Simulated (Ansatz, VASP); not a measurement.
One calculation of BeS, two programs

```
Be S
1.0
     0.00000    2.43431    2.43431
     2.43431    0.00000    2.43431
     2.43431    2.43431    0.00000
Be S
1 1
Cartesian
  0.0000 0.0000 0.0000
  1.2172 1.2172 1.2172
```

Alike in both runs: task single point; functional PBE; k mesh 8 × 8 × 8; no spin polarisation.

|  | VASP | Ansatz |
| --- | --- | --- |
| version | VASP 6.6.1 | Ansatz 0.2.0 |
| potentials or method | VASP PAW PBE potentials, release 64 (Be, S) | plane waves, PAW |
| plane-wave cutoff (eV) | 520 | 420 |
| occupations | gaussian, width 0.01 eV | fixed |
| valence electrons in the cell | 8 | 8 |

```tsv
	VASP	Ansatz	Ansatz less VASP
gap on the k mesh at the Fermi level (eV)	3.14	3.14	-0.001
```

A k mesh can miss the band edges.
